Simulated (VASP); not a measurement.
# C in VASP: a series of runs, part 2 of 2

VASP 6.6.1. Earlier steps stand in the parts before.

## Step 4: Molecular dynamics, PBEsol

Input file INCAR:

```
SYSTEM = C
ALGO = Normal ; EDIFF = 1E-5
ENCUT = 520 ; GGA = PS
IBRION = 0 ; ISIF = 2
ISMEAR = -1 ; ISYM = 0
LASPH = .TRUE. ; LCHARG = .FALSE.
LREAL = Auto ; LWAVE = .FALSE.
MDALGO = 2 ; NELM = 100
NELMIN = 4 ; NSW = 40
POTIM = 1.0 ; PREC = Accurate
RANDOM_SEED = 913648 0 0 ; SIGMA = 0.05
SMASS = 0 ; TEBEG = 1350.0
TEEND = 1350.0
```

Input file KPOINTS:

```
k-points
0
G
  2 2 1
  0 0 0
```

Input file POSCAR:

```
C
1.0
    7.3980000000      0.0000000000      0.0000000000
   -3.6990000000      6.4068560000      0.0000000000
    0.0000000000      0.0000000000     13.0000000000
C
18
Direct
    0.0024215900      0.0093852400      0.0805519900
    0.2305139500      0.1168917500      0.0786447600
   -0.0065985100      0.3291686600      0.0761618300
    0.2260824600      0.4381155800      0.0718016700
   -0.0083310900      0.6601369900      0.0817974200
    0.2265892600      0.7715457900      0.0772152500
    0.3222614500     -0.0026095000      0.0762737500
    0.5592148600      0.1181077000      0.0774393300
    0.3417286700      0.3385344600      0.0663658800
    0.5594715900      0.4461107200      0.0705984100
    0.3333618300      0.6552060300      0.0766561300
    0.5468949300      0.7774907900      0.0778647000
    0.6545754400      0.0009550900      0.0779756800
    0.8821965200      0.1062718100      0.0776226500
    0.6716350900      0.3396474100      0.0709924200
    0.8835657800      0.4388723800      0.0811643200
    0.6823696800      0.6791256500      0.0861602000
    0.8920464900      0.7770433600      0.0793294100
```

Potentials or basis: VASP PAW PBE potentials, release 64 (C).

Started as:

```
$ cat potpaw_PBE.64/C/POTCAR > POTCAR
$ mpirun -np 1 vasp_std > vasp.out
```

OUTCAR:

```text
SYSTEM = C
   EDIFF = 1E-5
   ENCUT = 520
   GGA = PS
   IBRION = 0
   ISIF = 2
   ISMEAR = -1
   ISYM = 0
   LASPH = .TRUE.
   LREAL = Auto
   NELM = 100
   NELMIN = 4
   NSW = 40
   POTIM = 1.0
   PREC = Accurate
   TEBEG = 1350.0

 ion  position               nearest neighbor table
   1  0.002  0.009  0.081-  14 1.39   2 1.46  18 1.49
   2  0.231  0.117  0.079-   7 1.36   9 1.43   1 1.46
   3  0.993  0.329  0.076-  16 1.41  14 1.43   4 1.49
   4  0.226  0.438  0.072-   9 1.38  11 1.39   3 1.49
   5  0.992  0.660  0.082-  18 1.39  16 1.42   6 1.51
   6  0.227  0.772  0.077-  11 1.43   7 1.45   5 1.51
[... 10 lines left out ...]
  17  0.682  0.679  0.086-  18 1.35  10 1.51  12 1.51
  18  0.892  0.777  0.079-  17 1.35   5 1.39   1 1.49

IMPORTANT INFORMATION: All symmetrisations will be switched off!
NOSYMM: (Re-)initialisation of all symmetry stuff for point group C_1.
[... 343 lines left out ...]

 number of electron      71.9999998 magnetization

------------------------ aborting loop because EDIFF is reached ----------------------------------------
[... 119 lines left out ...]
--------------------------------------- Ionic step       40  -------------------------------------------

 number of electron      71.9999999 magnetization

 Free energy of the ion-electron system (eV)
  ---------------------------------------------------
  ext. energy  EPLUGINS =         0.00000000
  ---------------------------------------------------
  free energy    TOTEN  =      -168.04045398 eV

  energy without entropy =     -168.03357531  energy(sigma->0) =     -168.03701464

 E-fermi :  -2.1731     XC(G=0):  -3.3297

 val. band max:       -2.3500925239   @ k =   0.0000   0.0000   0.0000
 cond. band min:      -1.9990760213   @ k =   0.0000   0.0000   0.0000
 fundamental gap:      0.3510165026
 Fermi energy:        -2.1730951189

 k-point     1 :       0.0000    0.0000    0.0000
  band No.  band energies     occupation
      1     -21.4958      2.00000
      2     -19.5263      2.00000
      3     -19.1090      2.00000
      4     -18.9888      2.00000
      5     -18.7463      2.00000
      6     -18.5966      2.00000
[... 236 lines left out ...]
  ENERGY OF THE ELECTRON-ION-THERMOSTAT SYSTEM (eV)
  ---------------------------------------------------
% ion-electron   TOTEN  =      -168.040454  see above
  kinetic energy EKIN   =         2.491523
  kin. lattice  EKIN_LAT=         0.000000  (temperature 1133.83 K)
  nose potential ES     =        -2.884186
  nose kinetic   EPS    =         0.000003
  ---------------------------------------------------
  total energy   ETOTAL =      -168.433114 eV
```

CONTCAR:

```text
C
   1.00000000000000
     7.3979999999999997    0.0000000000000000    0.0000000000000000
    -3.6989999999999998    6.4068560000000003    0.0000000000000000
     0.0000000000000000    0.0000000000000000   13.0000000000000000
  C
    18
Direct
    -0.0123209571791930   -0.0216774500750492    0.0797695811875188
     0.2356534017506279    0.1137802168502132    0.0781726504116560
     1.0018079187779692    0.3352683452740122    0.0963959060924299
     0.2417311656824720    0.4699456798872987    0.0779788321619878
     0.9990491912058715    0.6666724711538221    0.0846004252052795
     0.2157037906781714    0.7800726321601196    0.0787849616187960
[... 10 lines left out ...]
     0.6292151758992649    0.6482603171485843    0.0560047283369233
     0.8730464177747356    0.7640639818118107    0.0703668891532158

 -0.14651798E-01 -0.21343946E-03 -0.13438670E-02
  0.19852413E-01  0.33514513E-02  0.69174339E-02
  0.23192764E-02 -0.53506191E-02  0.95650087E-03
  0.40760565E-02 -0.96208549E-03 -0.19418970E-02
 -0.61531726E-02  0.85896344E-02  0.10107680E-01
  0.11524110E-01 -0.94874912E-03 -0.20058242E-01
[... 10 lines left out ...]
  0.43974149E-02  0.12208113E-01  0.95086421E-02
  0.21427897E-02 -0.12351998E-01 -0.17748255E-01

           1
   1.00000000000000
 -0.48715254E+00 -0.19506805E-02 -0.11367936E-03 -0.48612037E+00
  0.98568188E+00  0.97828924E+00  0.79666207E-01
  0.23859844E+00  0.11430332E+00  0.78704761E-01
  0.17038494E-02  0.33443321E+00  0.96469483E-01
  0.24220705E+00  0.46979551E+00  0.77829455E-01
  0.99888780E+00  0.66801317E+00  0.85377939E-01
  0.21718748E+00  0.77992455E+00  0.77242020E-01
[... 46 lines left out ...]
  0.00000000E+00  0.00000000E+00  0.00000000E+00
  0.00000000E+00  0.00000000E+00  0.00000000E+00
```

Run time: 35 min. Hardware: 1 thread of AMD EPYC 9R45 (Zen 5), shared host; peak memory 0.81 GiB.

Step by step:
| step | potential energy change (eV) | largest force (eV/Å) | pressure (GPa) | volume (Å³) | temperature (K) |
| --- | --- | --- | --- | --- | --- |
| 1 | 0.0000 | 6.8034 | 0.04 | 616.17 | 1336 |
| 2 | 0.1655 | 7.1120 | 0.09 | 616.17 | 1276 |
| 3 | 0.3451 | 6.9140 | 0.14 | 616.17 | 1198 |
| 4 | 0.4850 | 6.3089 | 0.15 | 616.17 | 1140 |
| 5 | 0.5497 | 6.1937 | 0.13 | 616.17 | 1118 |
| 6 | 0.5414 | 6.5649 | 0.06 | 616.17 | 1134 |
| 7 | 0.4961 | 6.5167 | -0.02 | 616.17 | 1171 |
| 8 | 0.4676 | 6.0637 | -0.11 | 616.17 | 1204 |
| 9 | 0.5074 | 5.2923 | -0.17 | 616.17 | 1210 |
| 10 | 0.6412 | 5.8720 | -0.18 | 616.17 | 1177 |
| 11 | 0.8552 | 6.7308 | -0.16 | 616.17 | 1112 |
| 12 | 1.0990 | 7.1500 | -0.11 | 616.17 | 1035 |
| 13 | 1.2988 | 7.7252 | -0.08 | 616.17 | 983 |
| 14 | 1.3836 | 8.4475 | -0.09 | 616.17 | 987 |
| 15 | 1.3227 | 8.4234 | -0.17 | 616.17 | 1063 |
| 16 | 1.1468 | 7.7102 | -0.30 | 616.17 | 1202 |
| 17 | 0.9329 | 6.4310 | -0.45 | 616.17 | 1369 |
| 18 | 0.7606 | 5.2950 | -0.58 | 616.17 | 1526 |
| 19 | 0.6987 | 5.6852 | -0.65 | 616.17 | 1635 |
| 20 | 0.7902 | 6.1206 | -0.64 | 616.17 | 1672 |
| 21 | 1.0170 | 6.0642 | -0.56 | 616.17 | 1638 |
| 22 | 1.3161 | 7.4335 | -0.45 | 616.17 | 1560 |
| 23 | 1.6179 | 8.6189 | -0.33 | 616.17 | 1471 |
| 24 | 1.8725 | 9.3662 | -0.27 | 616.17 | 1396 |
| 25 | 2.0641 | 9.5588 | -0.25 | 616.17 | 1346 |
| 26 | 2.2070 | 9.1565 | -0.29 | 616.17 | 1316 |
| 27 | 2.3286 | 8.2174 | -0.36 | 616.17 | 1296 |
| 28 | 2.4449 | 8.1850 | -0.47 | 616.17 | 1279 |
| 29 | 2.5416 | 8.1039 | -0.59 | 616.17 | 1274 |
| 30 | 2.5737 | 7.7140 | -0.75 | 616.17 | 1300 |
| 31 | 2.4996 | 8.3677 | -0.93 | 616.17 | 1374 |
| 32 | 2.3279 | 8.2061 | -1.12 | 616.17 | 1493 |
| 33 | 2.1240 | 7.2995 | -1.28 | 616.17 | 1626 |
| 34 | 1.9722 | 6.8358 | -1.38 | 616.17 | 1728 |
| 35 | 1.9619 | 6.2412 | -1.36 | 616.17 | 1756 |
| 36 | 2.1416 | 7.8142 | -1.21 | 616.17 | 1687 |
| 37 | 2.4803 | 9.1684 | -0.96 | 616.17 | 1537 |
| 38 | 2.8794 | 10.1617 | -0.68 | 616.17 | 1354 |
| 39 | 3.2093 | 10.6847 | -0.43 | 616.17 | 1202 |
| 40 | 3.3594 | 10.6716 | -0.27 | 616.17 | 1134 |

Caveat: the k mesh is coarse (spacing up to 0.49 Å⁻¹), so the values aren't converged; the PAW data sets were made with another functional, which shifts forces and pressure a little.
